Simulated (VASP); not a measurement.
# BP (F-43m) in VASP: further runs, part 3 of 3

VASP 6.6.1.

## Step 5: G0W0 quasiparticle levels, PBE

POSCAR reads:

```
BP
1.0
    0.0000000000      2.2690000000      2.2690000000
    2.2690000000      0.0000000000      2.2690000000
    2.2690000000      2.2690000000      0.0000000000
P B
1 1
Direct
    0.7500000000      0.7500000000      0.7500000000
    0.0000000000      0.0000000000      0.0000000000
```

INCAR.step1 reads:

```
PREC = Accurate ; ENCUT = 450
EDIFF = 1E-8 ; ISMEAR = 0
SIGMA = 0.01 ; LREAL = False
LASPH = True ; NELM = 80
ALGO = Normal ; LWAVE = True
LCHARG = False ; GGA = PE
```

INCAR.step2 reads:

```
PREC = Accurate ; ENCUT = 450
EDIFF = 1E-8 ; ISMEAR = 0
SIGMA = 0.01 ; LREAL = False
LASPH = True ; NELM = 1
ALGO = Exact ; LWAVE = True
LCHARG = False ; GGA = PE
NBANDS = 18 ; LOPTICS = True
ISTART = 1
```

INCAR.step3 reads:

```
PREC = Accurate ; ENCUT = 450
EDIFF = 1E-8 ; ISMEAR = 0
SIGMA = 0.01 ; LREAL = False
LASPH = True ; ALGO = EVGW0
LWAVE = False ; LCHARG = False
GGA = PE ; NELMGW = 1
NBANDS = 18 ; ENCUTGW = 150
NOMEGA = 48 ; PRECFOCK = Fast
ISTART = 1 ; NBANDSGW = 12
```

KPOINTS reads:

```
Automatic mesh
0
Gamma
  3 3 3
```

Potentials or basis: VASP PAW PBE potentials, release 64 (P_GW, B_GW).

Command:

```
$ cat potpaw_PBE.64/P_GW/POTCAR potpaw_PBE.64/B_GW/POTCAR > POTCAR
$ cp INCAR.step1 INCAR
$ mpirun -np 1 vasp_std > vasp.out
$ cp INCAR.step2 INCAR
$ mpirun -np 1 vasp_std > vasp.out
$ cp INCAR.step3 INCAR
$ mpirun -np 1 vasp_std > vasp.out
```

OUTCAR:

```text
PREC = Accurate
   ENCUT = 450
   EDIFF = 1E-8
   ISMEAR = 0
   LREAL = False
   LASPH = True
   GGA = PE
   NELMGW = 1
   ENCUTGW = 150
   PRECFOCK = Fast
   ISTART = 1

 Found      4 irreducible k-points:

 Following reciprocal coordinates:
            Coordinates               Weight
  0.000000  0.000000  0.000000      1.000000
  0.333333  0.000000  0.000000      8.000000
  0.333333  0.333333  0.000000      6.000000
 -0.333333  0.333333  0.000000     12.000000
   k-points           NKPTS =      4   k-points in BZ     NKDIM =     27   number of bands    NBANDS=     18
   number of dos      NEDOS =    301   number of ions     NIONS =      2
   total plane-waves  NPLWV =  13824
   dimension x,y,z NGX =    24 NGY =   24 NGZ =   24
   dimension x,y,z NGXF=    48 NGYF=   48 NGZF=   48
   ions per type =               1   1
   NGX,Y,Z   is equivalent  to a cutoff of  12.43, 12.43, 12.43 a.u.
   NGXF,Y,Z  is equivalent  to a cutoff of  24.87, 24.87, 24.87 a.u.
 SYSTEM =  unknown system
   PREC   = accura    normal or accurate (medium, high low for compatibility)
   ISTART =      1    job   : 0-new  1-cont  2-samecut
   ICHARG =      0    charge: 1-file 2-atom 10-const
   ISPIN  =      1    spin polarized calculation?
   LNONCOLLINEAR =      F non collinear calculations
   LSORBIT =      F    spin-orbit coupling
   LASPH  =      T    aspherical Exc in radial PAW
   ENCUT  =  450.0 eV  33.07 Ry    5.75 a.u.   5.55  5.55  5.55*2*pi/ulx,y,z
   NELM   =     60;   NELMIN=  2; NELMDL=  0     # of ELM steps
   EDIFF  = 0.1E-07   stopping-criterion for ELM
   LREAL  =      F    real-space projection
   EDIFFG = 0.1E-06   stopping-criterion for IOM
   NSW    =      0    number of steps for IOM
   IBRION =     -1    ionic relax: 0-MD 1-quasi-New 2-CG
   NFREE  =      0    steps in history (QN), initial steepest desc. (CG)
   ISIF   =      0    stress and relaxation
   ISYM   =      3    0-nonsym 1-usesym 2-fastsym
   POTIM  = 0.5000    time-step for ionic-motion
   TEBEG  =    0.0;   TEEND  =   0.0 temperature during run
   PSTRESS=    0.0 pullay stress
   NELECT =       8.0000    total number of electrons
   NUPDOWN=      -1.0000    fix difference up-down
   EMIN   =  10.00;   EMAX   =-10.00  energy-range for DOS
   EFERMI =   0.00;   METHOD = LEGACY
   ISMEAR =     0;   SIGMA  =   0.01  broadening in eV -4-tet -1-fermi 0-gaus
   EFERMI_NEDOS =   21; number of points for ismear=-14 and -15
   IALGO  =     38    algorithm
   IMIX   =      4    mixing-type and parameters
     AMIX     =   0.40;   BMIX     =  1.00
     AMIX_MAG =   1.60;   BMIX_MAG =  1.00
  volume/ion in A,a.u.               =      11.68        78.83
  Fermi-wavevector in a.u.,A,eV,Ry     =   1.145320  2.164342 17.847562  1.311759
  Thomas-Fermi vector in A             =   2.282009
   LORBIT       =      0    0 simple, 1 ext, 2 COOP (PROOUT), +10 PAW based schemes
   GGA     = PE    functional components
   LHFCALC =     T    Hartree Fock is set to
   PRECFOCK=fast      Normal, Fast or Accurate (Low or Medium for compatibility)
   ENCUT4O =  -1.0   cutoff for four orbital integrals eV
   NKREDX  =     1    reduce k-point grid by
   NKREDY  =     1    reduce k-point grid by
   NKREDZ  =     1    reduce k-point grid by
   AEXX    =    1.0000 exact exchange contribution
   HFSCREEN=    0.0000 screening length (either q_TF or 0.3 A-1)
   HFSCREENC=   0.0000 screening length for correlation (either q_TF or 0.3 A-1)
   ENCUTFOCK=  -1.0 apply spherical cutoff to Coloumb kernel
   IVDW    =     0    specifies the selected vdW correction
   LEPSILON=     F    determine dielectric tensor
   LRPA    =     F    only Hartree local field effects (RPA)
   LRPAFORCE           =     F    calculate RPA forces
   ENCUTGW             = 150.0    cutoff for response function in eV
   ENCUTGWSOFT         = 120.0    soft cutoff for Coulomb kernel in GW response function in eV
   ENCUTLF             =  -1.0    cutoff for local field effects
   NELMGW              =     1    number of iterations in solving QP/BSE equation
   NELMHF              =     1    number of iterations in the inner HF iteration
   NKREDLFX            =     1    NKREDLFY  =   1   NKREDLFZ  =   1
 non-spin polarized calculation
 Gauss-broadening in eV      SIGMA  =   0.01
  energy-cutoff  :      450.00
  volume of cell :       23.36
 maximum number of plane-waves:       531
 NGX is ok and might be reduce to    24
  NGX = 14; NGY = 14; NGZ = 14
   NGX = 11   NGY = 11   NGZ = 11
 maximum number of plane-waves:       113
 NGX is ok and might be reduce to    14

 QP shifts <psi_nk| G(iteration)W_0 |psi_nk>: iteration 1
 for sc-GW calculations column KS-energies equals QP-energies in previous step
 and V_xc(KS)=  KS-energies - (<T + V_ion + V_H > + <T+V_H+V_ion>^1  + <V_x>^1)

 k-point   1 :       0.0000    0.0000    0.0000
  band No.  KS-energies  QP-energies   sigma(KS)   V_xc(KS)     V^pw_x(r,r')   Z            occupation Imag(sigma)

      1      -8.2562      -8.6112     -12.5300     -12.0443     -20.4104       0.7309       2.0000       1.5861
      2       7.2423       7.4505     -13.0699     -13.3323     -15.6940       0.7936       2.0000       0.0989
      3       7.2423       7.4505     -13.0699     -13.3323     -15.6940       0.7936       2.0000       0.0989
      4       7.2423       7.4505     -13.0699     -13.3323     -15.6940       0.7936       2.0000       0.0989
      5      10.5996      11.6635     -10.7009     -12.0587      -6.6990       0.7835       0.0000      -0.1017
      6      10.5996      11.6635     -10.7009     -12.0587      -6.6990       0.7835       0.0000      -0.1017
      7      10.5996      11.6635     -10.7009     -12.0587      -6.6990       0.7835       0.0000      -0.1017
      8      14.6211      15.7435     -11.2817     -12.7388      -5.8616       0.7703       0.0000      -0.2688
      9      18.7364      19.2888      -8.6486      -9.3455      -3.2088       0.7926       0.0000      -0.4080
     10      19.2001      20.6720      -9.8542     -11.7529      -4.8887       0.7752       0.0000      -0.2833
     11      19.2001      20.6720      -9.8542     -11.7529      -4.8887       0.7752       0.0000      -0.2833
     12      22.8563      23.9069      -8.5501      -9.8669      -2.7229       0.7978       0.0000      -0.8035

 k-point   2 :       0.3333    0.0000    0.0000
  band No.  KS-energies  QP-energies   sigma(KS)   V_xc(KS)     V^pw_x(r,r')   Z            occupation Imag(sigma)

      1      -6.3381      -6.6658     -12.7040     -12.2494     -19.8743       0.7210       2.0000       1.1826
      2       0.4812       0.2717     -12.4705     -12.1915     -16.7983       0.7513       2.0000       0.3187
      3       5.7643       5.8660     -12.9266     -13.0562     -15.8315       0.7849       2.0000       0.1200
      4       5.7643       5.8660     -12.9266     -13.0562     -15.8315       0.7849       2.0000       0.1200
      5      11.1127      12.0731     -10.8599     -12.0845      -6.5521       0.7843       0.0000      -0.1204
      6      12.0497      13.1684     -10.4104     -11.8323      -6.1150       0.7867       0.0000      -0.1314
      7      12.0497      13.1684     -10.4104     -11.8323      -6.1150       0.7867       0.0000      -0.1314
      8      17.3386      18.3320      -9.6683     -10.9706      -3.9912       0.7628       0.0000      -0.3747
      9      19.0046      20.3101      -9.7769     -11.4359      -4.5850       0.7869       0.0000      -0.3939
     10      19.0046      20.3101      -9.7769     -11.4359      -4.5850       0.7869       0.0000      -0.3939
     11      20.6568      21.5677      -9.3337     -10.5014      -3.6857       0.7800       0.0000      -0.5019
     12      24.9945      26.2290      -9.6800     -11.2976      -3.3551       0.7632       0.0000      -0.8338

 k-point   3 :       0.3333    0.3333    0.0000
  band No.  KS-energies  QP-energies   sigma(KS)   V_xc(KS)     V^pw_x(r,r')   Z            occupation Imag(sigma)

      1      -5.6621      -6.0086     -12.7521     -12.2893     -19.6316       0.7487       2.0000       1.0804
      2       1.6264       1.4704     -13.1048     -12.9007     -17.2483       0.7642       2.0000       0.2845
      3       3.7285       3.6810     -12.6328     -12.5712     -16.0353       0.7699       2.0000       0.1578
      4       3.7285       3.6810     -12.6328     -12.5712     -16.0353       0.7699       2.0000       0.1578
      5       8.5793       9.3531     -10.0875     -11.0563      -6.2808       0.7987       0.0000      -0.0812
      6      10.4955      11.2637      -9.4951     -10.4579      -5.2513       0.7979       0.0000      -0.1028
      7      16.8164      18.2652     -10.8912     -12.7487      -5.5689       0.7799       0.0000      -0.3433
      8      16.8164      18.2652     -10.8912     -12.7487      -5.5689       0.7799       0.0000      -0.3433
      9      20.8930      22.3116     -10.7944     -12.6458      -4.7080       0.7662       0.0000      -0.6030
     10      21.8821      23.5309      -9.8123     -11.9044      -4.3625       0.7881       0.0000      -0.5674
     11      24.4353      25.6319      -9.6710     -11.2334      -3.5072       0.7659       0.0000      -0.7640
     12      26.9735      28.6582      -9.8727     -12.0371      -3.5594       0.7784       0.0000      -1.1874

 k-point   4 :      -0.3333    0.3333    0.0000
  band No.  KS-energies  QP-energies   sigma(KS)   V_xc(KS)     V^pw_x(r,r')   Z            occupation Imag(sigma)

      1      -3.8247      -4.0644     -13.0368     -12.7142     -19.3027       0.7428       2.0000       0.7955
      2      -0.6121      -0.9062     -12.9052     -12.5124     -17.8964       0.7487       2.0000       0.4650
      3       0.8718       0.6497     -11.9211     -11.6314     -15.7545       0.7663       2.0000       0.2558
      4       4.1665       4.1443     -12.7232     -12.6946     -16.0028       0.7754       2.0000       0.1494
      5       9.8351      10.6502      -9.8881     -10.9091      -5.8143       0.7983       0.0000      -0.0952
      6      15.4335      16.5540     -10.1592     -11.5956      -5.2861       0.7801       0.0000      -0.2356
      7      15.7422      17.1191     -10.5707     -12.3392      -5.3371       0.7785       0.0000      -0.3058
      8      16.9753      18.2575     -10.8103     -12.4877      -5.3046       0.7644       0.0000      -0.3497
      9      17.6280      18.9152     -10.4736     -12.1376      -5.1107       0.7736       0.0000      -0.3455
     10      18.8698      20.1622      -9.7431     -11.3649      -4.7725       0.7969       0.0000      -0.3659
     11      25.9044      27.3798     -10.1306     -12.0791      -3.4867       0.7572       0.0000      -0.9666
     12      27.2862      28.5338      -8.5674     -10.1504      -2.6179       0.7881       0.0000      -1.0052
```

It took 13 s on 1 thread of Intel Xeon Platinum 8375C at 2.90GHz (Ice Lake), shared host; peak memory 0.16 GiB.

The run converged, but some of its settings lie outside the range that counts as converged, so its numbers aren't taken as properties of the crystal.

Results:

| Quantity | Value |
| --- | --- |
| Band gap on the k mesh, mean-field level | 1.34 eV, indirect (least direct gap 3.36 eV) |
| Quasiparticle gap | 1.90 eV |
| Least direct quasiparticle gap | 4.21 eV |

Caveat: the k mesh is coarse (spacing up to 0.80 Å⁻¹), so the values aren't converged; bands, screening cutoff and mesh are small and nothing is extrapolated, so the quasiparticle values aren't converged; an odd mesh through Γ misses points on the zone boundary, where band edges often lie.
